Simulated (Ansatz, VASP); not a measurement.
# Two plane-wave programs on Mg2O

```xyz
3
Lattice="3.5427 0.0000 0.0000 0.0000 3.2358 0.0000 0.0000 0.0000 5.5444" Properties=species:S:1:pos:R:3 pbc="T T T"
Mg    0.0000    0.0000    3.4467
Mg    0.0000    1.6179    0.5468
O     0.0000    0.0000    1.5509
```

Alike in both runs: functional PBE; k mesh 8 × 6 × 4; occupations gaussian, width 0.1 eV; no spin polarisation.

Ansatz relaxed the structure, and its values are those at the end. VASP's run is a single point on that final structure, the one shown.

```csv
,VASP,Ansatz
version,VASP 6.6.1,Ansatz 0.2.0
potentials or method,"VASP PAW PBE potentials, release 64 (Mg, O)","scalar-relativistic, plane waves, PAW"
plane-wave cutoff (eV),520,420
valence electrons in the cell,10,26
```

|  | VASP | Ansatz | Ansatz less VASP |
| --- | --- | --- | --- |
| gap on the k mesh at the Fermi level (eV) | none | none | - |
| pressure (GPa) | -0.1 | 0.0 | +0.12 |
| rms of the force components (eV/Å) | 0.008 | 0.007 | -0.0013 |

A gap of «none» marks a metal or a gap that the smearing closes. With one functional, cell and mesh, what is left measures potentials, basis and numerics. The two sets of potentials don't hold the same shells in valence.
